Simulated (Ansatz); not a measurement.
## Eu (dhcp)

Computed with Ansatz (plane waves, PAW, 420 eV cutoff): PBE, scalar-relativistic, collinear spin, 12×12×4 k-mesh, Gaussian smearing of 0.05 eV. The datasets are Ansatz's generated set soft_2.

```
CELL_PARAMETERS angstrom
3.89294 0.00000 0.00000
-1.94647 3.37138 0.00000
0.00000 0.00000 12.65916
ATOMIC_POSITIONS crystal
Eu 0.00000 0.00000 0.00000
Eu 0.00000 0.00000 0.50000
Eu 0.33333 0.66667 0.25000
Eu 0.66667 0.33333 0.75000
```

At room temperature and ambient pressure Eu is bcc.

Magnetic state: ferromagnetic, site spin moments Eu 7.20, 7.19 μB.

Which orbitals carry the states at the Fermi level, and how many states are there?

Within 0.1 eV of it: Eu 5d 71 %, Eu 4f 21 % (shares among the projected shells). The density of states at the Fermi level is about 6.2 states/eV per cell, averaged over 0.3 eV.

Density of states (tetrahedra, averaged over 0.5 eV; states/eV per cell of 4 atoms; energy in eV from the Fermi level; projections on Löwdin-orthogonalised atomic orbitals, summed over sites):

```tsv
E	total	Eu 4f up	Eu 4f down	Eu 5d up	Eu 5d down	Eu 6s
-4.60	0.0	0.0	0.0	0.0	0.0	0.0
-4.10	0.2	0.0	0.0	0.0	0.0	0.2
-3.60	0.3	0.0	0.0	0.0	0.0	0.3
-3.10	0.6	0.0	0.0	0.1	0.0	0.5
-2.60	1.0	0.0	0.0	0.2	0.0	0.7
-2.10	1.5	0.0	0.0	0.5	0.1	0.9
-1.60	2.5	0.0	0.0	1.2	0.2	1.0
-1.10	3.5	0.3	0.0	1.8	0.4	0.9
-0.60	50.1	45.3	0.0	2.7	1.2	0.7
-0.10	14.1	9.4	0.0	2.4	1.7	0.4
0.40	5.5	0.5	0.0	2.8	1.5	0.3
0.90	7.6	0.2	0.1	3.3	3.3	0.3
1.40	6.8	0.1	0.1	2.7	2.9	0.4
1.90	7.5	0.0	0.3	3.1	3.5	0.3
2.40	5.9	0.0	0.3	2.8	2.2	0.3
2.90	5.3	0.0	0.4	1.6	3.0	0.1
3.40	5.6	0.0	0.7	2.3	2.3	0.1
3.90	18.2	0.0	13.1	2.2	2.1	0.3
4.40	41.6	0.0	37.0	2.7	1.3	0.3
4.90	8.3	0.0	2.5	3.1	1.9	0.3
```

Without a U the 4f levels of Eu lie too near the Fermi level, so their share of the states there, and what hangs on it, is overstated. No spin–orbit coupling, a notable omission for heavy elements. Site moments are of spin, integrated over atomic spheres.
